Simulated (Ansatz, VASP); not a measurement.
## Ca4F: VASP beside Ansatz

```
Ca F
1.0
     0.00000    5.37252    5.37252
     5.37252    0.00000    5.37252
     5.37252    5.37252    0.00000
Ca F
4 1
Direct
  0.62780 0.11660 0.62780
  0.62780 0.62780 0.62780
  0.11660 0.62780 0.62780
  0.62780 0.62780 0.11660
  0.50000 0.50000 0.50000
```

Alike in both runs: functional PBE; k mesh 6 × 6 × 6; occupations gaussian, width 0.1 eV; no spin polarisation.

Ansatz relaxed the structure, and its values are those at the end. VASP's run is a single point on that final structure, the one shown.

```csv
,VASP,Ansatz
version,VASP 6.6.1,Ansatz 0.2.0
potentials or method,"VASP PAW PBE potentials, release 64 (Ca_sv, F)","scalar-relativistic, plane waves, PAW"
plane-wave cutoff (eV),520,420
valence electrons in the cell,47,47
```

VASP gave:

| Quantity | Value |
| --- | --- |
| gap on the k mesh at the Fermi level (eV) | none |
| pressure (GPa) | 0.1 |
| rms of the force components (eV/Å) | 0.006 |

Problem. What did Ansatz give for the same quantities?

Solution. gap on the k mesh at the Fermi level (eV): none; pressure (GPa): 0.0; rms of the force components (eV/Å): 0.003.

A gap of «none» marks a metal or a gap that the smearing closes. The functional is the same, so the differences come from potentials, cutoffs and numerics.

Caveats: an odd number of electrons without spin polarisation forces a metal; a magnetic or distorted state may lie lower.
